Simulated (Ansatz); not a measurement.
## From CH4 to CF4: predicting a member

Gas-phase molecules. On one C centre, n of the H ligands are replaced by F. The HOMO–LUMO gap y in eV at wB97X-V/def2-TZVPP. Shapes: PBE0-D4/def2-TZVP. Programs: Ansatz 0.2.0.

| molecule | n | y (eV) |
| --- | --- | --- |
| CH4 | 0 | 17.12 |
| CH3F | 1 | ? |
| CH2F2 | 2 | 16.15 |
| CHF3 | 3 | 17.81 |
| CF4 | 4 | 19.96 |

Q: Fit y = c + s·n to the known rows and predict CH3F.

A: 
1. Means of the 4 rows: n = 2.25000, y = 17.760.
2. Σ(Δn)² = 8.75, Σ(Δn·Δy) = 5.73, so the slope is 5.73/8.75 = 0.65486.
3. Intercept: 17.760 − (0.65486) × 2.25000 = 16.287. The largest residual of the fit is 1.45.
4. CH3F: 16.287 + (0.65486) × 1 = 16.94 eV.

The run gave 15.95 eV, so the prediction is off by +0.99 eV, within the largest residual. The step per swap drifts from -1.17 to +2.15 eV. Other levels give for CH3F: SPW92/def2-TZVPP 8.71; r2SCAN-D4/def2-TZVPP 9.99; PBE0-D4/def2-TZVPP 11.49 eV. Orbital gaps aren't excitation energies, and the LUMO depends on the basis. The series isn't monotonic at this level.

The straight line misses CH3F because the gap follows a curve with its minimum there, not because of scatter. The fit lies above the computed gaps of both CH3F and CH2F2 and below those of CH4 and CF4, so its positive slope mainly reflects the highly fluorinated end.

Two opposing effects of fluorine probably account for this shape. In CH3F, a filled F 2p lone pair mixes out of phase with C–H bonding orbitals of matching symmetry, which pushes the HOMO up and offsets the inductive pull of the single fluorine. With further substitution, the carbon becomes more positive and the remaining levels are stabilised, while C–H character is progressively lost. In CF4 the HOMO is essentially a combination of fluorine lone pairs, held deep by fluorine's high electronegativity. Substituent effects on the gap are therefore not additive here, and one constant increment per fluorine has no clear physical meaning. Without separate frontier-orbital energies, the share of the LUMO in the trend remains open.
